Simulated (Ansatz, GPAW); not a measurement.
**Cs: programs and potentials compared**

```
Cs
1.0
     5.58379    0.00000    0.00000
     2.79189    4.83570    0.00000
     2.79189    1.61190    4.55915
Cs
1
Cartesian
  0.0000 0.0000 0.0000
```

This isn't the form of Cs at room conditions, which is bcc.

Alike in all runs: task single point; functional PBEsol; k mesh 6 × 6 × 6; occupations gaussian, width 0.05 eV; no spin polarisation; no spin-orbit coupling. Pressure is positive in compression and, in plane waves, holds the error of the finite cutoff, which Ansatz's Pulay term estimates and takes out.

| program and potentials | plane-wave cutoff (eV) | notes | band gap (eV) | pressure (GPa) |
| --- | --- | --- | --- | --- |
| Ansatz, Ansatz PAW | 420 | potentials made for PBE, which Ansatz adapts in part | no gap | -0.18 |
| GPAW, PAW data sets generated for this functional | 600 | - | no gap | -0.18 |
| Ansatz, all-electron LAPW, scalar-relativistic | - | - | no gap | -0.18 |

None finds a gap. All agree on the pressure.

Differences between rows come from potentials, basis sets and numerical settings, since the functional is the same but for its coding. Runs on potential files found faulty are left out.
